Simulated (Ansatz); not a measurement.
**AlNi: reading a single point**

```
Al Ni
1.0
     5.95921    2.83727   -0.02591
    -0.09559    5.86572    0.00431
    -0.01403    0.00215    2.96974
Al Ni
4 4
Cartesian
  5.8913 2.9332 0.0825
  5.8776 5.7376 2.9437
  2.9581 2.7777 2.9322
  2.9400 5.6974 0.0623
  1.5529 1.1665 1.6796
  1.3248 4.5073 1.4047
  4.4301 4.2486 1.3617
  4.5128 7.3374 1.4093
```

Level: r2SCAN, collinear spin; 500 eV; 3×4×6 (shifted by 0.5, 0.5, 0 steps) mesh; methfessel-paxton occupations (width 0.0808 eV); Ansatz 0.2.0, fixed geometry.

The state carries no moments; the state need not be the lowest.

Forces: The largest is on Ni5: 1.42 eV/Å, components (0.07, 1.23, -0.72). It makes 137° with the line to a nearest neighbour, Al4 at 2.40 Å, pointing away from it.
Electronic structure: It is a metal, with about 4.1 states/eV a cell as the mean within 0.25 eV of the Fermi level, mostly Ni d (56 %) and Al p (31 %).
Charges: Bader charges in e: Al +1.40 to +1.84, Ni -1.87 to -1.32. In the mean Al gives up most and Ni takes most.
Stress: The pressure is -11.4 GPa (compression positive), so with the atoms held at these fractions the cell would first shrink; the forces are large, so a full relaxation may end otherwise. The principal stresses -13.6, -11.9, -8.6 GPa differ, so its shape would change too.

Origin: a strained cell with displaced atoms, so it need not be a known compound. Caveats: the k mesh is coarse if the cell is a metal.
